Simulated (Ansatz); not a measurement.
# KCl: the cost of one run

Program: Ansatz 0.2.0. PAW datasets, plane waves. (Calculated; spin-unpolarised; the phase may be known or hypothetical.)

**1. The cell**

The unstrained cell was relaxed with r2SCAN; in each strained cell the atoms were relaxed again with r2SCAN. Names of k-points are those of the unstrained zone, where strain can split equivalent points. First state: +5.7 % biaxial strain in x and y, free along z.

The symmetry is I-4m2 (No. 119, tetragonal); a = 5.241 Å, c = 6.043 Å in the conventional setting, 41.50 Å³ an atom. K has 4 Cl at 3.02 Å; Cl has 4 K at 3.02 Å.

Structure file:

```
K Cl
1.0
     0.00000    3.70615    3.02147
     3.70615    0.00000    3.02147
     3.70615    3.70615    0.00000
K Cl
1 1
Cartesian
  0.0000 0.0000 0.0000
  1.8531 1.8531 1.5107
```

**2. +5.7 % biaxial strain in x and y, free along z: PBE**

input.yaml

```yaml
crystal:
  lattice:
    - [0.0, 3.7061457669, 3.021474015]
    - [3.7061457669, 0.0, 3.021474015]
    - [3.7061457669, 3.7061457669, 0.0]
  atoms:
    - { symbol: K, position: [0.0, 0.0, 0.0] }
    - { symbol: Cl, position: [0.25, 0.25, 0.25] }
kpoints:
  mp_grid: { grid: [6, 6, 6] }
  band_path:
    path:
      - [0.0, 0.0, 0.0]
      - [-0.5, -0.5, 0.0]
      - [-0.375, -0.375, 0.25]
      - [-0.375, 0.0, 0.375]
      - [0.0, 0.0, 0.5]
      - [-0.5, -0.25, 0.25]
      - [0.0, 0.333333, 0.333333]
    npoints: 1
hamiltonian:
  xc: pbe
scf:
  occupations: { method: fermi_dirac, width: 0.02 }
  n_extra_bands: 4
output:
  forces: true
  stress: true
  eigenvalues: true
```

Started as:

```bash
ansatz run input.yaml --threads 4 --pin off --max-ram 3686MiB --backend cpu --events-out ev --progress --plain --runs-dir out
```

Q: Estimate wall time and peak memory on 4 threads of Arm Neoverse N1, shared host.

About 2.2 s, with a peak of 0.39 GiB.
